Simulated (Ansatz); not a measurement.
A crystal relaxed with r2SCAN in the plane-wave code Ansatz has space group P6_3mc (No. 186) and a = 4.165 Å, c = 6.766 Å.

```
atom  site       x       y       z
  Xx    2b  0.3333  0.6667  0.9990
   S    2b  0.3333  0.6667  0.3760
```

r2SCAN gives a direct gap of 1.63 eV at Γ. With HSE06 the gap is 2.19 eV and direct, at Γ. With PBE the gap is 1.17 eV and direct, at Γ. Meshes: r2SCAN 12×12×4, HSE06 6×6×4, PBE 12×12×4. r2SCAN's ε∞ is 5.4 along all three axes, to this precision.

**Question.** Which element is Xx?
A. Hg
B. Zn
C. Mg
D. Cd

**Answer.** D. Xx is Cd: wurtzite CdS. Around Cd lie 4 S at 2.54–2.55 Å; around S lie 4 Cd at 2.54–2.55 Å.

No spin polarisation and no zero-point or thermal motion.

Spin-orbit coupling is left out.

The meshes of the hybrids are coarse, so their gaps aren't converged to the digits shown.
